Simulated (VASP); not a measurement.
Wanted: the native input for a VASP 6.6.1 run.

```yaml
Task: single point
Functional: PBE
Potentials_or_basis: VASP PAW PBE potentials, release 64 (Ti_sv, Te)
Cutoff: 520 eV
k_mesh: 4 × 4 × 4
Occupations: fermi-dirac, width 0.02 eV
Spin: no spin polarisation
Dipole_correction: no
Further_INCAR_settings: ALGO = Normal; EDIFF = 1e-06; NBANDS = 19
```

The structure of TiTe2 lies in POSCAR:

```
TiTe2
1.0
    0.0000000000      3.4401227409      3.4401227409
    3.4401227409      0.0000000000      3.4401227409
    3.4401227409      3.4401227409      0.0000000000
Ti Te
1 2
Direct
    0.0000000000      0.0000000000      0.0000000000
    0.2500000000      0.2500000000      0.2500000000
    0.7500000000      0.7500000000      0.7500000000
```

The cell was built by a generator and needn't be a form met in nature.

These files were run (other wordings do the same):

INCAR

```
  ALGO = Normal
  EDIFF = 1E-6
  ENCUT = 520
  GGA = PE
  ISIF = 2
  ISMEAR = -1
  LASPH = T
  LCHARG = F
  LREAL = F
  LWAVE = F
  NBANDS = 19
  NELM = 100
  PREC = Accurate
  SIGMA = 0.02
```

KPOINTS

```
k-points
0
Gamma
  4 4 4
```

Potentials or basis: VASP PAW PBE potentials, release 64 (Ti_sv, Te).

Command:

```bash
$ cat potpaw_PBE.64/Ti_sv/POTCAR potpaw_PBE.64/Te/POTCAR > POTCAR
$ mpirun -np 1 vasp_std > vasp.out
```

It gave:

The pressure is 0.9 GPa. The band gap on the k mesh is none (metal or under the smearing width).

Caveat: the k mesh is coarse (spacing up to 0.40 Å⁻¹), so the values aren't converged.

Run time: 12 s on 1 thread of Intel(R) Xeon(R) Platinum 8559C (Emerald Rapids), with other jobs on the host, peak memory 0.2 GiB.
